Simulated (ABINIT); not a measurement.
A run of ABINIT 10.8.3 (patched build) is set up as follows.

The input run.abi:

```
# Pseudopotentials
pp_dirpath "./"
pseudos "Ta.GGA_PBE-JTH.xml, N.GGA_PBE-JTH.xml"

# Structure
acell 5.9097083415 5.9097083415 5.9097083415
rprim
     0.0000000000     0.7071067812     0.7071067812
     0.7071067812     0.0000000000     0.7071067812
     0.7071067812     0.7071067812     0.0000000000
ntypat 2
znucl 73 7
natom 2
typat 1 2
xred
     0.5000000000     0.5000000000     0.5000000000
     0.0000000000     0.0000000000     0.0000000000
chkprim 0
chksymtnons 0
tolsym 1.0e-6

# Plane-wave basis
ecut 26.0
pawecutdg 48.0
pawxcdev 0

# k points
kptopt 1
ngkpt 10 10 10
nshiftk 1
shiftk 0.0 0.0 0.0

# Exchange and correlation
ixc 11

# Bands and occupations
nband 13
occopt 3
tsmear 0.00183747

# SCF cycle
nstep 100
tolvrs 1.0e-9

# Output
iomode 3
prtwf 0
prtden 0
prteig 0
prtebands 0
enunit 1

# Relaxation
ionmov 2
ntime 60
tolmxf 0.0005
optcell 2
dilatmx 1.08
ecutsm 0.5
strtarget 3*-1.699465e-04 3*0.0
```

Potentials or basis: JTH PAW PBE v2.0.

Launch:

```console
$ abinit run.abi > log 2>&1
```

Task: What does it give for the band gap on the k mesh?

Result: None (metal or under the smearing width).

Task: Predict the relaxed cell.

Result: a = 3.108 Å, b = 3.108 Å, c = 3.108 Å, α = 60.00°, β = 60.00°, γ = 60.00°.

Task: What does it give for the relaxed volume?

Result: 10.61 Å³/atom.

Task: Estimate the space group after relaxing (to 0.05 Å).

Result: Fm-3m (No. 225).

Final structure:
```xyz
2
Lattice="0.0000 2.1975 2.1975 2.1975 0.0000 2.1975 2.1975 2.1975 0.0000" Properties=species:S:1:pos:R:3 pbc="T T T"
Ta    2.1975    2.1975    2.1975
N     0.0000    0.0000    0.0000
```

Caveat: the highest band is partly filled, so the run has too few bands. The run has no spin-orbit coupling, so splittings on Ta are missing.
